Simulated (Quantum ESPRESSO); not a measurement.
Write the native input for Quantum ESPRESSO 7.5 that does the following.

```
Task                : single point
Functional          : PBE
Potentials or basis : SSSP 1.3 efficiency PBE
Cutoff              : 748 eV
Density cutoff      : 5987 eV
k mesh              : 10 × 10 × 6
Occupations         : fermi-dirac, width 0.05 eV
Spin                : no spin polarisation
Mixing beta         : 0.5
Most SCF iterations : 120
SCF threshold       : 4e-10 Ry
```

Crystal: Ta.

```
Ta
1.0
    -1.65128    1.65128    1.65128
     1.65128   -1.65128    1.65128
     3.30256    3.30256    0.00000
Ta
2
Direct
  0.08165 0.93049 0.97325
  0.41835 0.56951 0.52675
```

This isn't the form of Ta at room conditions, which is bcc.

The input as run:

pw.in

```
&CONTROL
  calculation = 'scf'
  prefix = 'pwscf'
  outdir = './tmp'
  pseudo_dir = './pseudo'
  tprnfor = .true.
  tstress = .true.
  disk_io = 'nowf'
/
&SYSTEM
  ibrav = 0
  nat = 2
  ntyp = 1
  ecutwfc = 55
  ecutrho = 440
  nbnd = 20
  occupations = 'smearing'
  smearing = 'fd'
  degauss = 0.00367493
/
&ELECTRONS
  conv_thr = 4d-10
  electron_maxstep = 120
  mixing_beta = 0.5
/
ATOMIC_SPECIES
Ta   180.9479 Ta_pbe_v1.uspp.F.UPF
CELL_PARAMETERS angstrom
  -1.6512800000    1.6512800000    1.6512800000
   1.6512800000   -1.6512800000    1.6512800000
   3.3025600000    3.3025600000    0.0000000000
ATOMIC_POSITIONS crystal
Ta     0.0816489800    0.9304872000    0.9732469900
Ta     0.4183510200    0.5695128000    0.5267530100
K_POINTS automatic
10 10 6 0 0 0
```

Potentials or basis: SSSP 1.3 efficiency PBE.

The run is started by

```bash
$ OMP_NUM_THREADS=1 pw.x -in pw.in > pw.out
```

It gave:

The pressure is 13.7 GPa and the largest force is 2.835 eV/Å. The band gap on the k mesh is none (metal or under the smearing width).

Caveat: forces of over 1 eV/Å show positions far from the minimum, so gaps and moduli don't describe the material at rest.

It took 86 s on 1 thread of Intel(R) Xeon(R) 6975P-C (Granite Rapids), with other jobs on the host, peak memory 0.43 GiB.
